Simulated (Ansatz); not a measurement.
The system is KBr.

```xyz
2
Lattice="0.0000 3.3000 3.3000 3.3000 0.0000 3.3000 3.3000 3.3000 0.0000" Properties=species:S:1:pos:R:3 pbc="T T T"
Br    3.3000    3.3000    3.3000
K     0.0000    0.0000    0.0000
```

- Program: Ansatz 0.2.0
- Task: relaxation of cell and atoms
- Functional: PBE
- Potentials or basis: Ansatz PAW
- Cutoff: 420 eV (not typed: the program's choice for these potentials)
- k mesh: 7 × 7 × 7
- Occupations: fermi-dirac, width 0.05 eV
- Spin: no spin polarisation

At the start: volume 35.94 Å³/atom.

Question: How do energy, volume and symmetry change on relaxing?

Answer: It ends after 4 steps and the volume is 37.61 Å³/atom (+4.7 %); space group Fm-3m (No. 225, to 0.05 Å).

The path:
```
step  energy change (eV)  largest force (eV/Å)  volume (Å³)
   1              0.0000                0.0000        71.87
   2             -0.0053                0.0000        73.46
   3             -0.0074                0.0000        75.22
   4             -0.0075                0.0000        75.22
```

Final structure:
```xyz
2
Lattice="0.0000 3.3504 3.3504 3.3504 0.0000 3.3504 3.3504 3.3504 0.0000" Properties=species:S:1:pos:R:3 pbc="T T T"
Br    3.3504    3.3504    3.3504
K     0.0000    0.0000    0.0000
```

Caveat: the plane-wave basis is chosen anew once the cell has moved, so the energies of steps on either side of that aren't comparable.
